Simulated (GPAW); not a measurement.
# Te2Mo (P6_3/mmc) in GPAW: a series of runs

One crystal, Te2Mo, is run at these levels: PBEsol, BLYP+D4; tasks: relaxation of cell and atoms.

Program: GPAW 26.7.0. These are calculated values, not measurements. Logs are shortened: lines on timing, memory, paths and dates and some standing lists are left out, and cuts for length are marked. The log counts tension as positive stress, the text compression.

**1. The crystal as given**

The structure is hexagonal, space group P6_3/mmc (No. 194). The conventional cell has a = 3.518 Å, b = 3.518 Å, c = 13.974 Å, α = 90.00°, β = 90.00°, γ = 120.00°. Te (site symmetry 3m) has 3 Mo at 2.72 Å as nearest neighbours. Mo (site symmetry -6m2) is surrounded by 6 Te at 2.72 Å.

**2. Relaxation of cell and atoms, PBEsol**

Input file run.py:

```python
from ase.filters import FrechetCellFilter
from ase.io import read, write
from ase.optimize import BFGS
from gpaw import GPAW, PW, setup_paths

setup_paths.insert(0, '.')

atoms = read('Te2Mo.cif')

calc = GPAW(mode=PW(600),
            xc='PBEsol',
            kpts={'size': (5, 5, 2), 'gamma': True},
            occupations={'name': 'fermi-dirac', 'width': 0.05},
            nbands=46,
            convergence={'density': 1e-06, 'energy': 1e-06, 'eigenstates': 1e-10},
            maxiter=150,
            txt='gpaw.txt')
atoms.calc = calc
opt = BFGS(FrechetCellFilter(atoms), trajectory='relax.traj', logfile='-')
done = opt.run(fmax=0.01, steps=100)
calc.write('gs.gpw')
write('result.traj', atoms)
print('Converged:', done)
print('Cell:', atoms.cell.cellpar().round(4))
print('Volume:', round(atoms.get_volume(), 4))
print(atoms.get_scaled_positions().round(5))
```

Input file Te2Mo.cif:

```cif
data_Te2Mo
_cell_length_a 3.51820000
_cell_length_b 3.51820000
_cell_length_c 13.97360000
_cell_angle_alpha 90.00000000
_cell_angle_beta 90.00000000
_cell_angle_gamma 120.00000000
_space_group_name_H-M_alt 'P6_3/mmc'
_space_group_name_Hall '-P 6c 2c'
_space_group_IT_number 194
loop_
_space_group_symop_operation_xyz
'x,y,z'
'-x,-y,-z'
'x-y,x,z+1/2'
'-x+y,-x,-z+1/2'
'-y,x-y,z'
'y,-x+y,-z'
'-x,-y,z+1/2'
'x,y,-z+1/2'
'-x+y,-x,z'
'x-y,x,-z'
'y,-x+y,z+1/2'
'-y,x-y,-z+1/2'
'-y,-x,-z+1/2'
'y,x,z+1/2'
'-x,-x+y,-z'
'x,x-y,z'
'-x+y,y,-z+1/2'
'x-y,-y,z+1/2'
'y,x,-z'
'-y,-x,z'
'x,x-y,-z+1/2'
'-x,-x+y,z+1/2'
'x-y,-y,-z'
'-x+y,y,z'
loop_
_atom_site_label
_atom_site_type_symbol
_atom_site_symmetry_multiplicity
_atom_site_Wyckoff_symbol
_atom_site_fract_x
_atom_site_fract_y
_atom_site_fract_z
_atom_site_occupancy
Te1 Te 4 f 0.6666666667 0.3333333333 0.3790000000 1
Mo1 Mo 2 c 0.6666666667 0.3333333333 0.7500000000 1
```

Potentials or basis: PAW data sets generated in the run's folder for this functional, pw.

Command:

```sh
> gpaw-setup -f PBEsol Mo Te
> OMP_NUM_THREADS=1 python run.py
```

gpaw.txt:

```text
__  _  _
 | _ |_)|_||  |
 |__||  | ||/\| - 26.7.0

Input parameters:
  mode=PW(ecut=600.0),
  convergence={'density': 1e-06, 'energy': 1e-06, 'eigenstates': 1e-10},
  kpts=MonkhorstPack(size=(5, 5, 2), gamma=True),
  maxiter=150,
  nbands=46,
  occupations=Occupations(name='fermi-dirac', width=0.05),
  xc=XC(name='PBEsol')

Diagonalizing LCAO Hamiltonian
Converting LCAO to pw mode

        Te

           Mo

        Te

           Te

        Mo

           Te

Atoms  # Å, Bohr magnetons
|   | symbol |         x |        y |         z |    initial magnetic moments |
|---|--------|-----------|----------|-----------|-----------------------------|
| 0 |     Te |  1.759100 | 1.015617 |  5.295994 | ( 0.0000,  0.0000,  0.0000) |
| 1 |     Te | -0.000000 | 2.031234 |  8.677606 | ( 0.0000,  0.0000,  0.0000) |
| 2 |     Te |  0.000000 | 2.031234 | 12.282794 | ( 0.0000,  0.0000,  0.0000) |
| 3 |     Te |  1.759100 | 1.015617 |  1.690806 | ( 0.0000,  0.0000,  0.0000) |
| 4 |     Mo |  1.759100 | 1.015617 | 10.480200 | ( 0.0000,  0.0000,  0.0000) |
| 5 |     Mo | -0.000000 | 2.031234 |  3.493400 | ( 0.0000,  0.0000,  0.0000) |

Unit cell  # Å
| periodic |         x |        y |         z |   lengths |     angles |
|----------|-----------|----------|-----------|-----------|------------|
|      yes |  3.518200 | 0.000000 |  0.000000 |  3.518200 |  90.000000 |
|      yes | -1.759100 | 3.046851 |  0.000000 |  3.518200 |  90.000000 |
|      yes |  0.000000 | 0.000000 | 13.973600 | 13.973600 | 120.000000 |

Number of symmetries: 12
Symmetry operations  # r_c * U_cc + t_c -> r_c
|    | kind |            matrix            |
|----|------|------------------------------|
|  0 |  σ   |  1, 1, 0,  0,-1, 0,  0, 0, 1 |
|  1 |  S6  |  1, 1, 0, -1, 0, 0,  0, 0,-1 |
|  2 |  E   |  1, 0, 0,  0, 1, 0,  0, 0, 1 |
|  3 |  C2  |  1, 0, 0, -1,-1, 0,  0, 0,-1 |
|  4 |  C2  |  0, 1, 0,  1, 0, 0,  0, 0,-1 |
|  5 |  C3  |  0, 1, 0, -1,-1, 0,  0, 0, 1 |
|  6 |  S6  |  0,-1, 0,  1, 1, 0,  0, 0,-1 |
|  7 |  σ   |  0,-1, 0, -1, 0, 0,  0, 0, 1 |
|  8 |  σ   | -1, 0, 0,  1, 1, 0,  0, 0, 1 |
|  9 |  i   | -1, 0, 0,  0,-1, 0,  0, 0,-1 |
| 10 |  C3  | -1,-1, 0,  1, 0, 0,  0, 0, 1 |
| 11 |  C2  | -1,-1, 0,  0, 1, 0,  0, 0,-1 |
[... 189 lines left out ...]
Gap: 0.680 eV
Transition (v -> c):
  (s=0, k=0, n=25, [0.00, 0.00, 0.00]) -> (s=0, k=4, n=26, [0.40, -0.20, 0.00])
Direct/indirect transitions are different
Direct gap: 1.259 eV
Transition at: (s=0, k=4, n=25, [0.40, -0.20, 0.00])

Stress tensor  # eV/Ang^3
|         x |         y |        z |
|-----------|-----------|----------|
|  0.011395 | -0.000000 | 0.000000 |
| -0.000000 |  0.011395 | 0.000000 |
|  0.000000 |  0.000000 | 0.009571 |

Forces  # eV/Ang
|        x |       y |        z |
|----------|---------|----------|
| -0.00000 | 0.00000 | -0.16348 |  # Te   0
| -0.00000 | 0.00000 |  0.16348 |  # Te   1
|  0.00000 | 0.00000 | -0.16346 |  # Te   2
| -0.00000 | 0.00000 |  0.16346 |  # Te   3
|  0.00000 | 0.00000 | -0.00001 |  # Mo   4
| -0.00000 | 0.00000 |  0.00001 |  # Mo   5

Interpolating wave functions to new cell

        Te

           Mo

        Te

           Te

        Mo
[... 468 lines left out ...]
|         22 |         7.060 |     2.000 |
|         23 |         7.060 |     2.000 |
[... 8 lines left out ...]
|         32 |        11.554 |     0.000 |
|         33 |        11.554 |     0.000 |
|        ... |               |           |
|         45 |        19.007 |     0.000 |

Gap: 0.684 eV
Transition (v -> c):
  (s=0, k=0, n=25, [0.00, 0.00, 0.00]) -> (s=0, k=4, n=26, [0.40, -0.20, 0.00])
Direct/indirect transitions are different
Direct gap: 1.296 eV
Transition at: (s=0, k=4, n=25, [0.40, -0.20, 0.00])

Stress tensor  # eV/Ang^3
|         x |         y |         z |
|-----------|-----------|-----------|
|  0.004071 | -0.000000 |  0.000000 |
| -0.000000 |  0.004071 |  0.000000 |
|  0.000000 |  0.000000 | -0.002093 |

Forces  # eV/Ang
|        x |        y |        z |
|----------|----------|----------|
|  0.00000 | -0.00000 |  0.07682 |  # Te   0
| -0.00000 |  0.00000 | -0.07682 |  # Te   1
| -0.00000 |  0.00000 |  0.07679 |  # Te   2
|  0.00000 |  0.00000 | -0.07679 |  # Te   3
|  0.00000 |  0.00000 |  0.00002 |  # Mo   4
| -0.00000 | -0.00000 | -0.00002 |  # Mo   5

Interpolating wave functions to new cell

        Te

           Mo
[... 215 lines left out ...]
|         22 |         7.074 |     2.000 |
|         23 |         7.074 |     2.000 |
[... 8 lines left out ...]
|         32 |        11.571 |     0.000 |
|         33 |        11.571 |     0.000 |
|        ... |               |           |
|         45 |        18.852 |     0.000 |

Gap: 0.685 eV
Transition (v -> c):
  (s=0, k=0, n=25, [0.00, 0.00, 0.00]) -> (s=0, k=4, n=26, [0.40, -0.20, 0.00])
Direct/indirect transitions are different
Direct gap: 1.293 eV
Transition at: (s=0, k=4, n=25, [0.40, -0.20, 0.00])

Stress tensor  # eV/Ang^3
|         x |         y |         z |
|-----------|-----------|-----------|
|  0.003588 | -0.000000 |  0.000000 |
| -0.000000 |  0.003588 | -0.000000 |
|  0.000000 | -0.000000 | -0.002230 |

Forces  # eV/Ang
|        x |        y |        z |
|----------|----------|----------|
|  0.00000 | -0.00000 |  0.07854 |  # Te   0
| -0.00000 |  0.00000 | -0.07854 |  # Te   1
|  0.00000 |  0.00000 |  0.07855 |  # Te   2
|  0.00000 |  0.00000 | -0.07855 |  # Te   3
|  0.00000 |  0.00000 | -0.00001 |  # Mo   4
| -0.00000 |  0.00000 |  0.00001 |  # Mo   5

Interpolating wave functions to new cell

        Te

           Mo
[... 216 lines left out ...]
|         22 |         7.238 |     2.000 |
|         23 |         7.238 |     2.000 |
[... 8 lines left out ...]
|         32 |        11.743 |     0.000 |
|         33 |        11.743 |     0.000 |
|        ... |               |           |
|         45 |        18.995 |     0.000 |

Gap: 0.695 eV
Transition (v -> c):
  (s=0, k=0, n=25, [0.00, 0.00, 0.00]) -> (s=0, k=4, n=26, [0.40, -0.20, 0.00])
Direct/indirect transitions are different
Direct gap: 1.234 eV
Transition at: (s=0, k=4, n=25, [0.40, -0.20, 0.00])

Stress tensor  # eV/Ang^3
|         x |         y |         z |
|-----------|-----------|-----------|
| -0.000443 | -0.000000 | -0.000000 |
|  0.000000 | -0.000443 | -0.000000 |
| -0.000000 | -0.000000 | -0.000390 |

Forces  # eV/Ang
|        x |        y |        z |
|----------|----------|----------|
|  0.00000 | -0.00000 |  0.02707 |  # Te   0
|  0.00000 |  0.00000 | -0.02707 |  # Te   1
|  0.00000 | -0.00000 |  0.02704 |  # Te   2
|  0.00000 |  0.00000 | -0.02704 |  # Te   3
|  0.00000 |  0.00000 |  0.00003 |  # Mo   4
| -0.00000 | -0.00000 | -0.00003 |  # Mo   5

Interpolating wave functions to new cell

        Te

           Mo
[... 214 lines left out ...]
|         22 |         7.243 |     2.000 |
|         23 |         7.243 |     2.000 |
[... 8 lines left out ...]
|         32 |        11.743 |     0.000 |
|         33 |        11.743 |     0.000 |
|        ... |               |           |
|         45 |        18.993 |     0.000 |

Gap: 0.695 eV
Transition (v -> c):
  (s=0, k=0, n=25, [0.00, 0.00, 0.00]) -> (s=0, k=4, n=26, [0.40, -0.20, 0.00])
Direct/indirect transitions are different
Direct gap: 1.228 eV
Transition at: (s=0, k=4, n=25, [0.40, -0.20, 0.00])

Stress tensor  # eV/Ang^3
|         x |         y |         z |
|-----------|-----------|-----------|
| -0.000203 |  0.000000 | -0.000000 |
|  0.000000 | -0.000203 |  0.000000 |
| -0.000000 |  0.000000 |  0.000482 |

Forces  # eV/Ang
|        x |        y |        z |
|----------|----------|----------|
| -0.00000 |  0.00000 |  0.00837 |  # Te   0
|  0.00000 | -0.00000 | -0.00837 |  # Te   1
|  0.00000 |  0.00000 |  0.00835 |  # Te   2
|  0.00000 |  0.00000 | -0.00835 |  # Te   3
| -0.00000 | -0.00000 |  0.00002 |  # Mo   4
|  0.00000 |  0.00000 | -0.00002 |  # Mo   5

Interpolating wave functions to new cell

        Te

           Mo
[... 213 lines left out ...]
|         22 |         7.243 |     2.000 |
|         23 |         7.243 |     2.000 |
[... 8 lines left out ...]
|         32 |        11.741 |     0.000 |
|         33 |        11.741 |     0.000 |
|        ... |               |           |
|         45 |        18.991 |     0.000 |

Gap: 0.695 eV
Transition (v -> c):
  (s=0, k=0, n=25, [0.00, 0.00, 0.00]) -> (s=0, k=4, n=26, [0.40, -0.20, 0.00])
Direct/indirect transitions are different
Direct gap: 1.227 eV
Transition at: (s=0, k=4, n=25, [0.40, -0.20, 0.00])

Stress tensor  # eV/Ang^3
|         x |         y |         z |
|-----------|-----------|-----------|
| -0.000077 | -0.000000 | -0.000000 |
| -0.000000 | -0.000077 |  0.000000 |
| -0.000000 |  0.000000 |  0.000719 |

Forces  # eV/Ang
|        x |        y |        z |
|----------|----------|----------|
| -0.00000 |  0.00000 |  0.00327 |  # Te   0
|  0.00000 |  0.00000 | -0.00327 |  # Te   1
|  0.00000 |  0.00000 |  0.00327 |  # Te   2
| -0.00000 | -0.00000 | -0.00327 |  # Te   3
| -0.00000 | -0.00000 |  0.00000 |  # Mo   4
|  0.00000 |  0.00000 | -0.00000 |  # Mo   5

Interpolating wave functions to new cell

        Te

           Mo
[... 214 lines left out ...]
|         22 |         7.244 |     2.000 |
|         23 |         7.244 |     2.000 |
[... 8 lines left out ...]
|         32 |        11.740 |     0.000 |
|         33 |        11.740 |     0.000 |
|        ... |               |           |
|         45 |        18.990 |     0.000 |

Gap: 0.694 eV
Transition (v -> c):
  (s=0, k=0, n=25, [0.00, 0.00, 0.00]) -> (s=0, k=4, n=26, [0.40, -0.20, 0.00])
Direct/indirect transitions are different
Direct gap: 1.226 eV
Transition at: (s=0, k=4, n=25, [0.40, -0.20, 0.00])

Stress tensor  # eV/Ang^3
|        x |         y |        z |
|----------|-----------|----------|
| 0.000012 | -0.000000 | 0.000000 |
| 0.000000 |  0.000012 | 0.000000 |
| 0.000000 |  0.000000 | 0.000867 |

Forces  # eV/Ang
|        x |        y |        z |
|----------|----------|----------|
| -0.00000 |  0.00000 | -0.00026 |  # Te   0
|  0.00000 |  0.00000 |  0.00026 |  # Te   1
|  0.00000 |  0.00000 | -0.00026 |  # Te   2
|  0.00000 |  0.00000 |  0.00026 |  # Te   3
|  0.00000 | -0.00000 | -0.00001 |  # Mo   4
|  0.00000 |  0.00000 |  0.00001 |  # Mo   5

Interpolating wave functions to new cell

        Te

           Mo
[... 1038 lines left out ...]
Atoms  # Å, Bohr magnetons
|   | symbol |         x |        y |         z |    initial magnetic moments |
|---|--------|-----------|----------|-----------|-----------------------------|
| 0 |     Te |  1.744479 | 1.007175 |  5.273958 | ( 0.0000,  0.0000,  0.0000) |
| 1 |     Te | -0.000000 | 2.014350 |  8.618694 | ( 0.0000,  0.0000,  0.0000) |
| 2 |     Te |  0.000000 | 2.014350 | 12.220284 | ( 0.0000,  0.0000,  0.0000) |
| 3 |     Te |  1.744479 | 1.007175 |  1.672368 | ( 0.0000,  0.0000,  0.0000) |
| 4 |     Mo |  1.744479 | 1.007175 | 10.419490 | ( 0.0000,  0.0000,  0.0000) |
| 5 |     Mo | -0.000000 | 2.014350 |  3.473162 | ( 0.0000,  0.0000,  0.0000) |

Unit cell  # Å
| periodic |         x |        y |         z |   lengths |     angles |
|----------|-----------|----------|-----------|-----------|------------|
|      yes |  3.488957 | 0.000000 |  0.000000 |  3.488957 |  90.000000 |
|      yes | -1.744479 | 3.021526 | -0.000000 |  3.488957 |  90.000000 |
|      yes | -0.000000 | 0.000000 | 13.892652 | 13.892652 | 120.000000 |

Number of symmetries: 12
Symmetry operations  # r_c * U_cc + t_c -> r_c
|    | kind |            matrix            |
|----|------|------------------------------|
|  0 |  σ   |  1, 1, 0,  0,-1, 0,  0, 0, 1 |
|  1 |  S6  |  1, 1, 0, -1, 0, 0,  0, 0,-1 |
|  2 |  E   |  1, 0, 0,  0, 1, 0,  0, 0, 1 |
|  3 |  C2  |  1, 0, 0, -1,-1, 0,  0, 0,-1 |
|  4 |  C2  |  0, 1, 0,  1, 0, 0,  0, 0,-1 |
|  5 |  C3  |  0, 1, 0, -1,-1, 0,  0, 0, 1 |
|  6 |  S6  |  0,-1, 0,  1, 1, 0,  0, 0,-1 |
|  7 |  σ   |  0,-1, 0, -1, 0, 0,  0, 0, 1 |
|  8 |  σ   | -1, 0, 0,  1, 1, 0,  0, 0, 1 |
|  9 |  i   | -1, 0, 0,  0,-1, 0,  0, 0,-1 |
| 10 |  C3  | -1,-1, 0,  1, 0, 0,  0, 0, 1 |
| 11 |  C2  | -1,-1, 0,  0, 1, 0,  0, 0,-1 |
[... 193 lines left out ...]
Stress tensor  # eV/Ang^3
|         x |         y |        z |
|-----------|-----------|----------|
|  0.000050 | -0.000000 | 0.000000 |
| -0.000000 |  0.000050 | 0.000000 |
| -0.000000 |  0.000000 | 0.000063 |

Forces  # eV/Ang
|        x |        y |        z |
|----------|----------|----------|
|  0.00000 |  0.00000 | -0.00196 |  # Te   0
| -0.00000 | -0.00000 |  0.00196 |  # Te   1
| -0.00000 | -0.00000 | -0.00195 |  # Te   2
|  0.00000 |  0.00000 |  0.00195 |  # Te   3
|  0.00000 | -0.00000 | -0.00002 |  # Mo   4
| -0.00000 |  0.00000 |  0.00002 |  # Mo   5

# Writing to gs.gpw (mode='')
```

Run time: 5.8 min. Hardware: 1 thread of Intel Xeon Platinum 8488C (Sapphire Rapids), shared host; peak memory 0.32 GiB.

Results:

| Quantity | Value |
| --- | --- |
| Free energy | -40.4061 eV |
| Relaxed volume | 24.41 Å³/atom |
| Relaxed cell | a = 3.489 Å, b = 3.489 Å, c = 13.893 Å, α = 90.00°, β = 90.00°, γ = 120.00° |
| Space group after relaxing (to 0.05 Å) | P6_3/mmc (No. 194) |
| Energy gained by relaxing | 2.5 meV/atom |
| Ionic steps | 13 |
| Pressure after relaxing | 0.0 GPa |
| Band gap on the k mesh | 0.67 eV, indirect (least direct gap 1.22 eV) |

The path:
```
step  energy change (eV)  largest force (eV/Å)  pressure (GPa)  volume (Å³)
   1              0.0000                0.1635           -1.73       149.79
   2             -0.0041                0.1066           -1.41       149.50
   3             -0.0103                0.0768           -0.32       148.47
   4             -0.0109                0.0785           -0.26       148.33
   5             -0.0150                0.0271            0.07       146.94
   6             -0.0150                0.0084            0.00       146.93
   7             -0.0150                0.0033           -0.03       146.94
   8             -0.0151                0.0003           -0.05       146.94
   9             -0.0151                0.0076           -0.08       146.91
  10             -0.0151                0.0143           -0.11       146.82
  11             -0.0152                0.0160           -0.10       146.64
  12             -0.0152                0.0091           -0.05       146.50
  13             -0.0152                0.0020           -0.01       146.46
```

Final structure:
```xyz
6
Lattice="3.4890 0.0000 0.0000 -1.7445 3.0215 0.0000 0.0000 0.0000 13.8927" Properties=species:S:1:pos:R:3 pbc="T T T"
Te    1.7445    1.0072    5.2740
Te    0.0000    2.0144    8.6187
Te    0.0000    2.0144   12.2203
Te    1.7445    1.0072    1.6724
Mo    1.7445    1.0072   10.4195
Mo    0.0000    2.0144    3.4732
```

Caveat: the k mesh is coarse; later steps reuse the first step's grids; spin-orbit coupling is left out, which moves the levels of the heavy elements; an odd mesh through Γ misses points on the zone boundary, where band edges often lie; this functional lacks dispersion, which binds the layers, so the pressure and a relaxed spacing across them are unreliable.

**3. Relaxation of cell and atoms, BLYP+D4**

Input file run.py:

```python
from ase import Atoms
from ase.calculators.mixing import SumCalculator
from ase.filters import FrechetCellFilter
from ase.io import write
from ase.optimize import BFGS
from dftd4.ase import DFTD4
from gpaw import GPAW, PW, setup_paths

setup_paths.insert(0, '.')

atoms = Atoms(['Te', 'Te', 'Te', 'Te', 'Mo', 'Mo'],
              cell=[[3.5182, 0.0, 0.0],
                    [-1.7591, 3.0468505756, 0.0],
                    [0.0, 0.0, 13.9736]],
              scaled_positions=[[0.6666666667, 0.3333333333, 0.379],
                                [0.3333333333, 0.6666666667, 0.879],
                                [0.6666666667, 0.3333333333, 0.121],
                                [0.3333333333, 0.6666666667, 0.621],
                                [0.6666666667, 0.3333333333, 0.75],
                                [0.3333333333, 0.6666666667, 0.25]],
              pbc=True)

calc = GPAW(mode=PW(600),
            xc='BLYP',
            kpts={'size': (5, 5, 2), 'gamma': True},
            occupations={'name': 'fermi-dirac', 'width': 0.05},
            nbands=46,
            convergence={'density': 1e-05, 'energy': 1e-05},
            eigensolver='davidson',
            maxiter=150,
            txt='gpaw.txt')
atoms.calc = SumCalculator([calc, DFTD4(method='blyp')])
opt = BFGS(FrechetCellFilter(atoms), trajectory='relax.traj', logfile='-')
done = opt.run(fmax=0.05, steps=100)
calc.write('gs.gpw')
write('result.traj', atoms)
print('Converged:', done)
print('Cell:', atoms.cell.cellpar().round(4))
print('Volume:', round(atoms.get_volume(), 4))
print(atoms.get_scaled_positions().round(5))
```

Potentials or basis: PAW data sets generated in the run's folder for this functional, pw.

Command:

```sh
> gpaw-setup -f BLYP Mo Te
> OMP_NUM_THREADS=1 python run.py
```

Run time: 9.2 min. Hardware: 1 thread of Intel Xeon Platinum 8488C (Sapphire Rapids), shared host; peak memory 0.47 GiB.

The run converged. Its results:

* Free energy: -37.5262 eV
* Relaxed volume: 24.94 Å³/atom
* Relaxed cell: a = 3.557 Å, b = 3.557 Å, c = 13.660 Å, α = 90.00°, β = 90.00°, γ = 120.00°
* Space group after relaxing (to 0.05 Å): P6_3/mmc (No. 194)
* Energy gained by relaxing: 7.1 meV/atom
* Ionic steps: 12
* Pressure after relaxing: 0.2 GPa
* Largest force after relaxing: 0.036 eV/Å
* Band gap on the k mesh: 0.58 eV, indirect (least direct gap 1.26 eV)
* Dispersion energy per atom: -1.065 eV

Forces on the atoms (eV/Å):
```
Te   0.000  0.000  0.036
Te   0.000  0.000  0.036
Te   0.000  0.000 -0.036
Te   0.000  0.000 -0.036
Mo   0.000  0.000  0.000
Mo   0.000  0.000  0.000
```

Stress tensor (GPa, compression positive):
```
0.15 0.00 0.00
0.00 0.15 0.00
0.00 0.00 0.23
```

Step by step:
| step | energy change (eV) | largest force (eV/Å) | pressure (GPa) | volume (Å³) |
| --- | --- | --- | --- | --- |
| 1 | 0.0000 | 0.3161 | 1.77 | 149.79 |
| 2 | -0.0084 | 0.2280 | 1.33 | 150.08 |
| 3 | -0.0213 | 0.0304 | -0.01 | 151.04 |
| 4 | -0.0229 | 0.0508 | -0.15 | 151.17 |
| 5 | -0.0321 | 0.1033 | -0.76 | 151.86 |
| 6 | -0.0366 | 0.0626 | -0.81 | 152.05 |
| 7 | -0.0386 | 0.0140 | -0.56 | 151.90 |
| 8 | -0.0391 | 0.0472 | -0.39 | 151.70 |
| 9 | -0.0396 | 0.0715 | -0.21 | 151.39 |
| 10 | -0.0406 | 0.0892 | 0.03 | 150.82 |
| 11 | -0.0418 | 0.0770 | 0.21 | 150.04 |
| 12 | -0.0424 | 0.0358 | 0.17 | 149.64 |

Final structure:
```xyz
6
Lattice="3.5566 0.0000 0.0000 -1.7783 3.0801 0.0000 0.0000 0.0000 13.6599" Properties=species:S:1:pos:R:3 pbc="T T T"
Te    1.7783    1.0267    5.2169
Te    0.0000    2.0534   12.0468
Te    1.7783    1.0267    1.6130
Te    0.0000    2.0534    8.4429
Mo    1.7783    1.0267   10.2449
Mo    0.0000    2.0534    3.4150
```

Levels at points of the mesh, in eV from the valence-band top:
```csv
k point,band 24,band 25,band 26,band 27,band 28,band 29
"(0.00, 0.00, 0.00)",-1.04,-0.13,0.00,2.53,2.53,2.71
"(0.00, 0.00, 0.50)",-1.22,-0.03,-0.03,2.57,2.57,2.57
```

Caveat: the k mesh is coarse; later steps reuse the first step's grids; spin-orbit coupling is left out, which moves the levels of the heavy elements; an odd mesh through Γ misses points on the zone boundary, where band edges often lie.
